**Q:** I deposit hafnium nitride as a metallic electrode, and I think of it as a metal with nitrogen in the gaps. This calculation divides its electrons by atom and by orbital shape. How do I read it?

HfN in the rock-salt structure, computed with exciting sodium: all-electron LAPW+lo, LDA, no spin polarisation or spin-orbit coupling, 10×10×10 k mesh, Fermi-Dirac smearing of 0.05 eV. Projections are taken inside muffin-tin spheres (radii Hf 2.3, N 1.45 bohr) and cover occupied states from -12 eV up to the Fermi energy, which is the zero of energy.

```tsv
projection name	projection electrons (e)	projection band centre (eV)
Hf1 s	0.120	-7.010
Hf1 p	0.190	-5.520
Hf1 d	1.170	-4.210
Hf1 f	0.080	-4.580
N2 s	0.030	-5.850
N2 p	2.300	-5.390
```

**A:** The digits in the row names number the atoms, so N2 is the nitrogen atom of the cell and not a molecule. Each row describes charge inside a sphere around one atom, sorted by its angular shape: s, p, d or f. "Projection electrons" says how much charge of that shape the occupied states hold, from 12 eV below the Fermi energy up to the Fermi energy itself. "Projection band centre" is the mean energy of that charge, with the Fermi energy as zero. The six rows are therefore six views of the same bands.

**Q:** Which bands are they?

**A:** Counting electrons tells us. The calculation treats 31 electrons per formula unit as valence electrons, and 24 of them fill the 5s, 5p and 4f shells of hafnium and the 2s shell of nitrogen, all below the window. Seven are left. Three bands derived from nitrogen 2p take six of them, and the seventh has to enter the next bands up, which derive from hafnium 5d.

That seventh electron makes the compound a metal. One electron per cell of about 23 Å$^3$ is $4.4\times10^{22}$ per cubic centimetre, a density typical of ordinary metals. This is why the nitride can serve as a gate electrode or a contact, although the resistivity of a real film also depends on its defects and grain boundaries.

**Q:** The table gives nitrogen only 2.30 p electrons. A nitride ion should have six. Is the nitrogen almost neutral?

**A:** That number is not an ionic charge. The six rows add up to 3.89 of the seven electrons, and most of the others lie between the spheres, where 59% of the cell volume is found. The 2p cloud of nitrogen is wide and its sphere is small, so much of the cloud is counted for no atom. Other sphere radii would change the counts without changing the material.

What survives is the broad picture. The nitrogen sphere fills only 8% of the cell, yet it holds more of the listed charge than the much larger hafnium sphere. The filled bands are mainly nitrogen 2p bands, as the counting suggested.

**Q:** Then hafnium d should hold the one conduction electron and nothing else. Why is it 1.17?

**A:** Because d-shaped charge also sits in the lower bands. The conduction bands hold one electron in all, so they can give the hafnium sphere at most one. At least 0.17 of the d electrons must therefore belong to the three bands that we named after nitrogen.

Covalent bonding can explain this. A nitrogen p orbital points at the neighbouring hafnium atom and overlaps with an empty d orbital there. The two form a bonding state, which is lowered and filled, and an antibonding state, which is raised. The filled state remains mostly nitrogen p but carries some hafnium d. Part of the d count may also be the plain tail of the nitrogen orbital reaching into the hafnium sphere, because the projection records shape and not origin.

**Q:** If so much d charge is in the bonds, why does hafnium d have the highest centre of all?

**A:** Its centre is an average over two groups of states. One group lies deep, in the nitrogen 2p bands, and the other lies higher, in the conduction bands, which are filled up to the Fermi energy. The value of -4.21 eV falls between the mean energies of the two groups and marks no d level. Nitrogen p belongs almost wholly to the deep group, so its centre stays lower, at -5.39 eV.

This can be turned into an estimate. Let $x$ be the share of the hafnium d charge that sits in conduction states, $E_\mathrm{c}$ the mean energy of that part and $E_\mathrm{v}$ the mean energy of the deep part. The centre is then

$$E_d = x\,E_\mathrm{c} + (1-x)\,E_\mathrm{v}.$$

Put the conduction part as high as it can be, at the Fermi energy, so that $E_\mathrm{c}=0$. Put the deep part at the nitrogen p centre. Then

$$x = 1-\frac{4.21}{5.39} \approx 0.22,$$

and 0.22 of 1.17 electrons is about 0.26 electrons.

**Q:** Is that the number of d electrons that carry the current?

**A:** No, it counts charge and not current. It is a lower limit for the d charge of the occupied conduction states inside the hafnium sphere. Real conduction electrons lie somewhat below the Fermi energy, and then a larger share is needed to give the same average. The limit rests on one assumption, that the deep d charge lies no higher than the nitrogen p centre. If it lay higher, the limit would drop.

Symmetry supports the assumption. In the rock-salt structure each hafnium atom is a centre of inversion. For the electron waves that repeat identically in every cell, the nitrogen p states change sign under this inversion and the hafnium d states do not, so the two cannot mix. These unmixed p states are expected near the top of the nitrogen bands. Most other waves do allow mixing, and the d orbitals above then push the nitrogen states down. The deep d charge should therefore favour the lower part of the bands, though the table cannot confirm it.

**Q:** Hafnium s is at the other end, at -7.01 eV. In the free atom, 6s and 5d are close in energy. Why are they so far apart here?

**A:** The table shows a distance of 2.8 eV between the two centres, and the same reasoning can account for it. An s orbital also keeps its sign under inversion, so it too is shut out of those unmixed states near the top and enters where the bonding is strong. It does so best when all six nitrogen neighbours point p lobes of the same sign at the hafnium atom, and such states are pushed far down.

That puts s below nitrogen p. The rest of its distance from d comes from the states near the Fermi energy. The lowest conduction states are built from d orbitals whose lobes point between the nitrogen neighbours, which keeps their energy low. The hafnium s orbital meets all six neighbours head-on, and its antibonding states are pushed well above the Fermi energy and stay empty. So d has a deep part and a high part, while s has little but the deep part. The free-atom levels no longer decide the order.

**Q:** And hafnium p? It has nearly the same centre as nitrogen p.

**A:** It probably belongs to the same states, seen from the other atom. A p shape on hafnium changes sign under inversion, just as the nitrogen p states near the top of the bands do, so it can appear there as well as lower down. It is therefore not confined to the lower part of the nitrogen bands, which fits a centre only 0.13 eV from that of nitrogen p. So small a distance should not be read as a separation between two atomic levels.

**Q:** The f row puzzles me. Hafnium has a full 4f shell, but I see 0.08 electrons.

**A:** The full shell lies below the window. So does the nitrogen 2s shell, which is why the nitrogen s row is nearly empty too. The hafnium sphere holds about 69 electrons in total, which is possible only if the 4f shell is filled. The 0.08 electrons are a trace of f shape in the occupied bands above it.

Their centre lies 0.81 eV above that of nitrogen p, and here I can only guess. The filled 4f shell may push the nitrogen states that it mixes with upwards, which would leave the f trace near the top of the nitrogen bands. Or part of the trace may sit in the conduction bands, which would raise its centre as it does for d. LDA also tends to place a filled 4f shell too close to the Fermi energy, which would exaggerate its mixing with the nitrogen states. Spin-orbit coupling, which this calculation leaves out, splits the shell and could shift so small a trace too.

**Q:** What can I carry over to another nitride of this structure?

**A:** Count the electrons first, then ask what each orbital shape is allowed to mix with. In an early transition-metal nitride, six electrons fill the nitrogen 2p bands, and any further ones enter the metal d bands and pull the d centre up relative to the nitrogen p centre. With one electron fewer, only the bonding part of the d charge would remain, and its centre should lie at that of nitrogen p or below. Compare the two centres with each other, because their common zero, the Fermi energy, itself rises as the d bands fill. A d centre well above that of nitrogen p is thus a sign of occupied conduction states. It does not by itself show that the bonding is weak.

**Q:** And what does the table leave open?

**A:** How the 1.17 d electrons divide between bonding and conduction. The electron count allows at most one in the conduction states, and the estimate asks for at least about 0.26; the output after this text lists the steps. A curve of the d charge against energy, summed separately over the nitrogen bands and the conduction bands, would replace this wide range with a number.

The analysis program printed:

```
Share of listed electrons and centre relative to N p:
    row  share in percent  centre minus N p centre in eV
  Hf1 s             3.085                          -1.62
  Hf1 p             4.884                          -0.13
  Hf1 d             30.08                           1.18
  Hf1 f             2.057                           0.81
   N2 s            0.7712                          -0.46
   N2 p             59.13                              0
Electrons per cell in the window by counting shells (e): 7
Electrons per cell left for the conduction bands (e): 1
Sum of all listed projections (e): 3.89
Window electrons missing from the listed projections (e): 3.11
Total interstitial charge, deeper bands included (e): 4.22
Sum of the Hf rows (e): 1.56
Sum of the N rows (e): 2.33
Share of the cell volume in the Hf sphere (percent): 32.89
Share of the cell volume in the N sphere (percent): 8.242
Share of the cell volume outside both spheres (percent): 58.87
Mean density of listed electrons, N sphere over Hf sphere (ratio): 5.961
Hf d electrons beyond the one conduction electron, least d part in the lower bands (e): 0.17
Estimated least conduction share of the Hf d count (percent): 21.89
Estimated least Hf d electrons in conduction states (e): 0.2561
Hf d centre minus Hf s centre (eV): 2.8
Conduction electrons per volume (10^22 per cubic cm): 4.355
```
